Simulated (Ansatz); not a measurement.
Crystal: BaTiO3.

```xyz
10
Lattice="-2.8277 -1.6326 -2.3177 2.8277 -4.8977 0.0000 -2.8277 -1.6326 4.6355" Properties=species:S:1:pos:R:3 pbc="T T T"
Ba    0.0173   -6.4883    4.4750
Ba   -2.8449   -4.9396    0.1605
Ti   -0.0507   -6.4912    1.1667
Ti    0.0507   -3.3041   -0.9720
O    -2.9184   -3.1975    2.1689
O     0.0907   -4.8993   -0.0148
O    -1.2876   -5.6890    2.2893
O    -1.4829   -2.5067   -0.1352
O    -4.0760   -2.5422   -0.0739
O     1.1912   -2.3885   -0.0897
```

```yaml
Program: Ansatz 0.2.0
Task: relaxation of cell and atoms
Functional: RPBE
Dispersion: D3(BJ)
Potentials_or_basis: Ansatz PAW
Cutoff: "420 eV (not typed: the program's choice for these potentials)"
k_mesh: 7 × 5 × 5
Occupations: fermi-dirac, width 0.05 eV
Spin: no spin polarisation
```

At the start: volume 12.84 Å³/atom.

**Question.** How do energy, volume and symmetry change on relaxing?

**Answer.** It ends after 8 steps and the volume is 11.50 Å³/atom (-10.4 %); space group Pm-3m (No. 221, to 0.05 Å).

The path:
```
step  energy change (eV)  largest force (eV/Å)  volume (Å³)
   1              0.0000                3.3128       128.39
   2             -1.3859                2.7371       118.70
   3             -1.8877                0.2511       115.80
   4             -1.8973                0.0136       115.13
   5             -1.8971                0.0004       115.20
   6             -1.8743                0.0004       115.20
   7             -1.8752                0.0010       115.00
   8             -1.8747                0.0010       115.00
```

Final structure:
```
Ba Ti O
1.0
    -2.72925   -1.57573   -2.22842
     2.72924   -4.72719    0.00000
    -2.72925   -1.57573    4.45683
Ba Ti O
2 2 6
Cartesian
  -0.0001 -6.3029 4.4283
  -2.7293 -4.7272 -0.0285
  -0.0002 -6.3030 1.0856
  -0.0001 -3.1515 -1.1428
  -2.7291 -3.1514 2.2000
  0.0001 -4.7271 -0.0284
  -1.3646 -5.5150 2.2000
  -1.3646 -2.3636 -0.0285
  -4.0938 -2.3636 -0.0285
  1.3646 -2.3636 -0.0284
```

Caveat: the plane-wave basis is chosen anew once the cell has moved, so the energies of steps on either side of that aren't comparable; the pressure holds a Pulay correction of +0.5 GPa for the finite cutoff; the volume moved by -10 % from the deposited cell, more than functionals usually miss; the PAW data sets come from PBE, with cores solved anew for the run's functional, which leaves a small shift of forces and pressure.
